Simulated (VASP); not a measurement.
# CeO (Pm-3m) in VASP: further runs

The runs below take CeO through single point, with PBEsol+U.

Program: VASP 6.6.1. These are calculated values, not measurements. Logs are shortened: lines on timing, memory, paths and dates and some standing lists are left out, and cuts for length are marked.

### Step 1. Starting point

The structure is cubic, space group Pm-3m (No. 221). Conventional cell: a = 2.888 Å, b = 2.888 Å, c = 2.888 Å, α = 90.00°, β = 90.00°, γ = 90.00°. Around Ce (site symmetry m-3m) lie 8 O at 2.50 Å. O (site symmetry m-3m) has 8 Ce at 2.50 Å as nearest neighbours.

The cell comes from a database or a generator and needn't be the stable form of this composition.

### Step 2. Single point, PBEsol+U

Contents of INCAR:

```
PREC = Accurate ; ENCUT = 520
EDIFF = 1E-7 ; ISMEAR = 0
SIGMA = 0.05 ; LREAL = False
LASPH = True ; NELM = 120
ALGO = Fast ; ISIF = 2
LWAVE = False ; LCHARG = True
LMAXMIX = 6 ; LDAU = True
LDAUTYPE = 2 ; LDAUL = 3 -1
LDAUU = 2 0 ; LDAUJ = 0 0
LDAUPRINT = 1 ; GGA = PS
LELF = True ; LVHAR = True
```

Contents of KPOINTS:

```
Automatic mesh
0
Gamma
  7 7 7
```

Contents of POSCAR:

```
CeO
1.0
    2.8880971600      0.0000000000      0.0000000000
    0.0000000000      2.8880971600      0.0000000000
    0.0000000000      0.0000000000      2.8880971600
Ce O
1 1
Direct
    0.0000000000      0.0000000000      0.0000000000
    0.5000000000      0.5000000000      0.5000000000
```

Potentials or basis: VASP PAW PBE potentials, release 64 (Ce, O).

Command:

```console
$ cat potpaw_PBE.64/Ce/POTCAR potpaw_PBE.64/O/POTCAR > POTCAR
$ mpirun -np 1 vasp_std > vasp.out
```

OUTCAR:

```text
PREC = Accurate
   ENCUT = 520
   EDIFF = 1E-7
   ISMEAR = 0
   LREAL = False
   LASPH = True
   NELM = 120
   ISIF = 2
   GGA = PS

 ion  position               nearest neighbor table
   1  0.000  0.000  0.000-   2 2.50   2 2.50   2 2.50   2 2.50   2 2.50   2 2.50   2 2.50   2 2.50

   2  0.500  0.500  0.500-   1 2.50   1 2.50   1 2.50   1 2.50   1 2.50   1 2.50   1 2.50   1 2.50

  LATTYP: Found a simple cubic cell.
 ALAT       =     2.8880971600

  Lattice vectors:

 A1 = (   2.8880971600,   0.0000000000,   0.0000000000)
 A2 = (   0.0000000000,   2.8880971600,   0.0000000000)
 A3 = (   0.0000000000,   0.0000000000,   2.8880971600)

Analysis of symmetry for initial positions (statically):
=====================================================================
 Subroutine PRICEL returns:
 Original cell was already a primitive cell.

 Routine SETGRP: Setting up the symmetry group for a
 simple cubic supercell.

 Subroutine GETGRP returns: Found 48 space group operations
 (whereof 48 operations were pure point group operations)
 out of a pool of 48 trial point group operations.

The static configuration has the point symmetry O_h .

Analysis of symmetry for dynamics (positions and initial velocities):
=====================================================================
 Subroutine PRICEL returns:
 Original cell was already a primitive cell.

 Routine SETGRP: Setting up the symmetry group for a
 simple cubic supercell.

 Subroutine GETGRP returns: Found 48 space group operations
 (whereof 48 operations were pure point group operations)
 out of a pool of 48 trial point group operations.

The dynamic configuration has the point symmetry O_h .

 Subroutine INISYM returns: Found 48 space group operations
 (whereof 48 operations are pure point group operations),
 and found     1 'primitive' translations

----------------------------------------------------------------------------------------

                                     Primitive cell

  volume of cell :      24.0899

  direct lattice vectors                    reciprocal lattice vectors
     2.888097160  0.000000000  0.000000000     0.346248739  0.000000000  0.000000000
     0.000000000  2.888097160  0.000000000     0.000000000  0.346248739  0.000000000
     0.000000000  0.000000000  2.888097160     0.000000000  0.000000000  0.346248739

  length of vectors
     2.888097160  2.888097160  2.888097160     0.346248739  0.346248739  0.346248739

  position of ions in fractional coordinates (direct lattice)
     0.000000000  0.000000000  0.000000000
     0.500000000  0.500000000  0.500000000

  ion indices of the primitive-cell ions
   primitive index   ion index
                 1           1
                 2           2

----------------------------------------------------------------------------------------

 KPOINTS: Automatic mesh

Automatic generation of k-mesh.
 Grid dimensions read from file:
 generate k-points for:    7    7    7

 Generating k-lattice:

[... 88 lines left out ...]
   IVDW    =     0    specifies the selected vdW correction
   LEPSILON=     F    determine dielectric tensor
   LRPA    =     F    only Hartree local field effects (RPA)
 non-spin polarized calculation
 RMM-DIIS sequential band-by-band and
 Gauss-broadening in eV      SIGMA  =   0.05
  energy-cutoff  :      520.00
  volume of cell :       24.09
 maximum number of plane-waves:       663
 NGX is ok and might be reduce to    24
   NGX = 11   NGY = 11   NGZ = 11

atom =   1  type =  1  l = 3

 onsite density matrix

spin component  1

  0.0974 -0.0000  0.0362 -0.0000 -0.0000  0.0000  0.0000
 -0.0000  0.0433 -0.0000  0.0000  0.0000  0.0000  0.0000
  0.0362 -0.0000  0.0787 -0.0000 -0.0000  0.0000  0.0000
 -0.0000  0.0000 -0.0000  0.1254 -0.0000 -0.0000  0.0000
 -0.0000  0.0000 -0.0000 -0.0000  0.0787 -0.0000 -0.0362
  0.0000  0.0000  0.0000 -0.0000 -0.0000  0.0507 -0.0000
  0.0000  0.0000  0.0000  0.0000 -0.0362 -0.0000  0.0974

spin component  2

  0.0974 -0.0000  0.0362 -0.0000 -0.0000  0.0000  0.0000
 -0.0000  0.0433 -0.0000  0.0000  0.0000  0.0000  0.0000
  0.0362 -0.0000  0.0787 -0.0000 -0.0000  0.0000  0.0000
 -0.0000  0.0000 -0.0000  0.1254 -0.0000 -0.0000  0.0000
 -0.0000  0.0000 -0.0000 -0.0000  0.0787 -0.0000 -0.0362
  0.0000  0.0000  0.0000 -0.0000 -0.0000  0.0507 -0.0000
  0.0000  0.0000  0.0000  0.0000 -0.0362 -0.0000  0.0974

 occupancies and eigenvectors

  o =  0.0433  v = -0.0000 -1.0000  0.0000  0.0000  0.0000  0.0000  0.0000  0.0000  0.0000  0.0000  0.0000  0.0000  0.0000  0.0000      0.0000  0.0000  0.0000  0.0000  0.0000  0.0000  0.0000  0.0000  0.0000  0.0000  0.0000  0.0000  0.0000  0.0000
  o =  0.0433  v =  0.0000  0.0000  0.0000  0.0000  0.0000  0.0000  0.0000 -0.0000 -1.0000  0.0000  0.0000  0.0000  0.0000  0.0000      0.0000  0.0000  0.0000  0.0000  0.0000  0.0000  0.0000  0.0000  0.0000  0.0000  0.0000  0.0000  0.0000  0.0000
  o =  0.0507  v =  0.6124 -0.0000 -0.7906  0.0000  0.0024  0.0031  0.0019  0.0000  0.0000  0.0000  0.0000  0.0000  0.0000  0.0000      0.0000  0.0000  0.0000  0.0000  0.0000  0.0000  0.0000  0.0000  0.0000  0.0000  0.0000  0.0000  0.0000  0.0000
  o =  0.0507  v =  0.0000  0.0000  0.0000  0.0000  0.0000  0.0000  0.0000  0.6124 -0.0000 -0.7906  0.0000  0.0024  0.0031  0.0019      0.0000  0.0000  0.0000  0.0000  0.0000  0.0000  0.0000  0.0000  0.0000  0.0000  0.0000  0.0000  0.0000  0.0000
  o =  0.0507  v = -0.0019  0.0000  0.0024  0.0000  0.7906  0.0062  0.6124  0.0000  0.0000  0.0000  0.0000  0.0000  0.0000  0.0000      0.0000  0.0000  0.0000  0.0000  0.0000  0.0000  0.0000  0.0000  0.0000  0.0000  0.0000  0.0000  0.0000  0.0000
  o =  0.0507  v =  0.0000  0.0000  0.0000  0.0000  0.0000  0.0000  0.0000 -0.0019  0.0000  0.0024  0.0000  0.7906  0.0062  0.6124      0.0000  0.0000  0.0000  0.0000  0.0000  0.0000  0.0000  0.0000  0.0000  0.0000  0.0000  0.0000  0.0000  0.0000
  o =  0.0507  v =  0.0000  0.0000  0.0000  0.0000  0.0000  0.0000  0.0000 -0.0019  0.0000  0.0024  0.0000 -0.0049  1.0000 -0.0038      0.0000  0.0000  0.0000  0.0000  0.0000  0.0000  0.0000  0.0000  0.0000  0.0000  0.0000  0.0000  0.0000  0.0000
  o =  0.0507  v = -0.0019  0.0000  0.0024  0.0000 -0.0049  1.0000 -0.0038  0.0000  0.0000  0.0000  0.0000  0.0000  0.0000  0.0000      0.0000  0.0000  0.0000  0.0000  0.0000  0.0000  0.0000  0.0000  0.0000  0.0000  0.0000  0.0000  0.0000  0.0000
  o =  0.1254  v =  0.0000  0.0000  0.0000  0.0000  0.0000  0.0000  0.0000 -0.0056 -0.0000 -0.0043 -1.0000 -0.0018  0.0000  0.0023      0.0000  0.0000  0.0000  0.0000  0.0000  0.0000  0.0000  0.0000  0.0000  0.0000  0.0000  0.0000  0.0000  0.0000
  o =  0.1254  v = -0.0056 -0.0000 -0.0043 -1.0000 -0.0018  0.0000  0.0023  0.0000  0.0000  0.0000  0.0000  0.0000  0.0000  0.0000      0.0000  0.0000  0.0000  0.0000  0.0000  0.0000  0.0000  0.0000  0.0000  0.0000  0.0000  0.0000  0.0000  0.0000
  o =  0.1254  v =  0.0000  0.0000  0.0000  0.0000  0.0000  0.0000  0.0000 -0.7905  0.0000 -0.6123  0.0071 -0.0032 -0.0000  0.0042      0.0000  0.0000  0.0000  0.0000  0.0000  0.0000  0.0000  0.0000  0.0000  0.0000  0.0000  0.0000  0.0000  0.0000
  o =  0.1254  v = -0.7905  0.0000 -0.6123  0.0071 -0.0032 -0.0000  0.0042  0.0000  0.0000  0.0000  0.0000  0.0000  0.0000  0.0000      0.0000  0.0000  0.0000  0.0000  0.0000  0.0000  0.0000  0.0000  0.0000  0.0000  0.0000  0.0000  0.0000  0.0000
  o =  0.1254  v =  0.0000  0.0000  0.0000  0.0000  0.0000  0.0000  0.0000 -0.0042 -0.0000 -0.0032 -0.0029  0.6124 -0.0000 -0.7906      0.0000  0.0000  0.0000  0.0000  0.0000  0.0000  0.0000  0.0000  0.0000  0.0000  0.0000  0.0000  0.0000  0.0000
  o =  0.1254  v = -0.0042 -0.0000 -0.0032 -0.0029  0.6124 -0.0000 -0.7906  0.0000  0.0000  0.0000  0.0000  0.0000  0.0000  0.0000      0.0000  0.0000  0.0000  0.0000  0.0000  0.0000  0.0000  0.0000  0.0000  0.0000  0.0000  0.0000  0.0000  0.0000

 number of electron      17.9999997 magnetization

 Free energy of the ion-electron system (eV)
  ---------------------------------------------------
  ext. energy  EPLUGINS =         0.00000000
  ---------------------------------------------------
  free energy    TOTEN  =       -14.94007715 eV

  energy without entropy =      -14.93372304  energy(sigma->0) =      -14.93690010

 E-fermi :  13.7228     XC(G=0): -13.4572

 val. band max:       13.7175376993   @ k =   0.2857   0.0000   0.0000
 cond. band min:      13.7473147495   @ k =   0.4286   0.1429   0.0000
 fundamental gap:      0.0297770502
 Fermi energy:        13.7227747353

 k-point     1 :       0.0000    0.0000    0.0000
  band No.  band energies     occupation
      1     -22.8950      2.00000
      2      -6.8391      2.00000
      3      -3.2719      2.00000
      4      -3.2719      2.00000
      5      -3.2719      2.00000
      6       9.0967      2.00000
      7       9.0967      2.00000
      8       9.0967      2.00000
      9      10.2761      2.00000
     10      10.2761      2.00000
     11      14.1164      0.00000
     12      14.1164      0.00000
     13      14.1164      0.00000
[... 290 lines left out ...]
  band No.  band energies     occupation
      1     -20.6837      2.00000
      2      -6.6936      2.00000
      3      -5.8857      2.00000
      4      -5.8857      2.00000
      5      -5.7817      2.00000
      6       4.6078      2.00000
      7       4.6078      2.00000
      8       5.1441      2.00000
      9      14.2652      0.00000
     10      14.2652      0.00000
     11      14.3099      0.00000
     12      14.5666      0.00000
     13      14.8556      0.00000

------------------------ aborting loop because EDIFF is reached ----------------------------------------

  FORCE on cell =-STRESS in cart. coord.  units (eV):
  Direction    XX          YY          ZZ          XY          YZ          ZX
  --------------------------------------------------------------------------------------
  -------------------------------------------------------------------------------------
  Total        5.2423043      5.2423043      5.2423043     -0.0000000     -0.0000000     -0.0000000
  in kB      348.6562135    348.6562135    348.6562135     -0.0000000     -0.0000000     -0.0000000
  external PRESSURE =     348.6562135 kB  Pullay stress =       0.0000000 kB

 VOLUME and BASIS-vectors are now :
 -----------------------------------------------------------------------------
  energy-cutoff  :      520.00
  volume of cell :       24.09
      direct lattice vectors                 reciprocal lattice vectors
     2.888097160  0.000000000  0.000000000     0.346248739  0.000000000  0.000000000
     0.000000000  2.888097160  0.000000000     0.000000000  0.346248739  0.000000000
     0.000000000  0.000000000  2.888097160     0.000000000  0.000000000  0.346248739

 POSITION                                       TOTAL-FORCE (eV/Angst)
 -----------------------------------------------------------------------------------
      0.00000      0.00000      0.00000         0.000000      0.000000      0.000000
      1.44405      1.44405      1.44405         0.000000      0.000000      0.000000
 -----------------------------------------------------------------------------------
    total drift:                                0.000000      0.000000     -0.000000

  FREE ENERGIE OF THE ION-ELECTRON SYSTEM (eV)
  ---------------------------------------------------
  free  energy   TOTEN  =       -14.9400771544 eV

  energy  without entropy=      -14.9337230362  energy(sigma->0) =      -14.93690010
```

It took 38 s on 1 thread of Intel Xeon Platinum 8488C (Sapphire Rapids), shared host; peak memory 0.15 GiB.

What came out:

| Item | Value |
| --- | --- |
| Free energy | -14.9401 eV |
| Pressure | 34.9 GPa |
| Band gap on the k mesh | none (metal or under the smearing width) |

Levels at points of the mesh, in eV from the Fermi level:
```tsv
k point	band 7	band 8	band 9	band 10	band 11	band 12
(0.00, 0.00, 0.00)	-4.63	-4.63	-3.45	-3.45	0.39	0.39
```

Eigenvalues of the final occupation matrices:
```
    site  spin  trace                         eigenvalues
site 1 f     1   0.57  0.04 0.05 0.05 0.05 0.13 0.13 0.13
site 1 f     2   0.57  0.04 0.05 0.05 0.05 0.13 0.13 0.13
```

Caveat: a pressure of tens of GPa on the cell as given is suspect, and the run, the potentials or the cell itself is likely at fault; the PAW data sets were made with another functional, which shifts forces and pressure a little; the run has no spin polarisation, though such a crystal can be magnetic; U without spin polarisation on a metal has little footing. Spin polarisation is off, so any magnetic state and its effect on volume and gap are missing.

### Step 3. Single point, PBEsol+U

Contents of INCAR:

```
  PREC = Accurate
  ENCUT = 520
  EDIFF = 1E-6
  ISMEAR = 0
  SIGMA = 0.05
  LREAL = False
  LASPH = True
  NELM = 150
  ALGO = Normal
  ISIF = 2
  LWAVE = False
  LCHARG = False
  LMAXMIX = 6
  LDAU = True
  LDAUTYPE = 2
  LDAUL = 3 -1
  LDAUU = 5 0
  LDAUJ = 0 0
  LDAUPRINT = 1
  GGA = PS
  NBANDS = 16
```

Contents of KPOINTS:

```
regular mesh
0
Gamma
  7 7 7
```

POSCAR is that of step 2.

Potentials or basis: VASP PAW PBE potentials, release 64 (Ce, O).

Command:

```console
$ cat potpaw_PBE.64/Ce/POTCAR potpaw_PBE.64/O/POTCAR > POTCAR
$ mpirun -np 1 vasp_std > vasp.out
```

Run time: 10 s. Hardware: 1 thread of Intel Xeon Platinum 8488C (Sapphire Rapids), shared host; peak memory 0.15 GiB.

It converged, with:

- Free energy: -13.5546 eV
- Pressure: 43.1 GPa
- Band gap on the k mesh: none (metal or under the smearing width)

Levels at points of the mesh, in eV from the Fermi level:
| k point | band 6 | band 7 | band 8 | band 9 | band 10 | band 11 | band 12 | band 13 |
| --- | --- | --- | --- | --- | --- | --- | --- | --- |
| (0.00, 0.00, 0.00) | -4.73 | -4.73 | -4.73 | -3.71 | -3.71 | 0.75 | 0.75 | 0.75 |

Eigenvalues of the final occupation matrices:
| site | spin | trace | eigenvalues |
| --- | --- | --- | --- |
| site 1 f | 1 | 0.45 | 0.02 0.02 0.02 0.04 0.12 0.12 0.12 |
| site 1 f | 2 | 0.45 | 0.02 0.02 0.02 0.04 0.12 0.12 0.12 |

Caveat: a pressure of tens of GPa on the cell as given is suspect, and the run, the potentials or the cell itself is likely at fault; the PAW data sets were made with another functional, which shifts forces and pressure a little; the run has no spin polarisation, though such a crystal can be magnetic; U without spin polarisation on a metal has little footing. Spin-orbit coupling is left out, which matters for the levels of Ce.
